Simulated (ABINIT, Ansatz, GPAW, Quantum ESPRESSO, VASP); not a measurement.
## B: 6 runs at one level of theory

```
B
1.0
     1.88524    0.00000    0.00000
     0.00000    1.88524    0.00000
     0.00000    0.00000    1.88524
B
1
Direct
  0.50000 0.50000 0.50000
```

This isn't the form of B at room conditions, which is rhombohedral.

Alike in all runs: task single point; functional PBE; k mesh 14 × 14 × 14; occupations fermi-dirac, width 0.05 eV; no spin polarisation; no spin-orbit coupling. Pressure is positive in compression and, in plane waves, holds the error of the finite cutoff, which Ansatz's Pulay term estimates and takes out.

```csv
program and potentials,plane-wave cutoff (eV),notes,band gap (eV),pressure (GPa)
"Ansatz, Ansatz PAW (earlier soft set)",420,Pulay term of +0.19 GPa included,no gap,0.30
"Quantum ESPRESSO, SSSP 1.3 efficiency PBE",748,-,no gap,-0.08
"ABINIT, JTH PAW PBE v2.0",408,-,no gap,0.27
"Ansatz, all-electron LAPW, scalar-relativistic",-,-,no gap,0.35
"VASP, PBE PAW files B, 520 eV",520,-,no gap,0.38
"GPAW, GPAW PAW data sets (gpaw-data 1.2.1)",800,-,?,?
```

Question: Estimate from the other rows what the run with GPAW, GPAW PAW data sets (gpaw-data 1.2.1) gave.

Answer: No band gap; pressure -0.05 GPa. The other rows, which needn't bracket it: pressure -0.08 to 0.38.
